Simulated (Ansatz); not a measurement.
Si2Ni:

```
Ni Si
1.0
     0.00000    2.70300    2.70300
     2.70300    0.00000    2.70300
     2.70300    2.70300    0.00000
Ni Si
1 2
Direct
  0.00000 0.00000 0.00000
  0.75000 0.75000 0.75000
  0.25000 0.25000 0.25000
```

Base run:

* Program: Ansatz 0.2.0
* Functional: PBEsol
* Potentials or basis: Ansatz PAW
* Cutoff: 420 eV (not typed: the program's choice for these potentials)
* k mesh: 7 × 7 × 7
* Occupations: fermi-dirac, width 0.05 eV
* Spin: collinear spin, ferromagnetic start
* Starting moments: [1.5, 0.0, 0.0] μB
* Fixed moment: 1.5 μB

Its results: pressure 6.2 GPa; site moments Ni +0.60; Si +0.21 μB.

Problem. After a change of settings the same cell gave: pressure 1.3 GPa; site moments Ni +0.35; Si +0.11 μB. Which change was it?
A. fixed moment from 1.5 μB to 0.5 μB; moments at the start from [1.5, 0.0, 0.0] to [0.5, 0.0, 0.0]
B. fixed moment from 1.5 μB to 0.8 μB; moments at the start from [1.5, 0.0, 0.0] to [0.8, 0.0, 0.0]
C. fixed moment from 1.5 μB to 2 μB; moments at the start from [1.5, 0.0, 0.0] to [2.0, 0.0, 0.0]
D. fixed moment from 1.5 μB to 0.2 μB; moments at the start from [1.5, 0.0, 0.0] to [0.2, 0.0, 0.0]

Solution. B.

Caveats: the total moment is fixed, so each spin has its own Fermi level; the PAW data sets come from PBE, with cores solved anew for the run's functional, which leaves a small shift of forces and pressure; the thresholds are loose for stress.
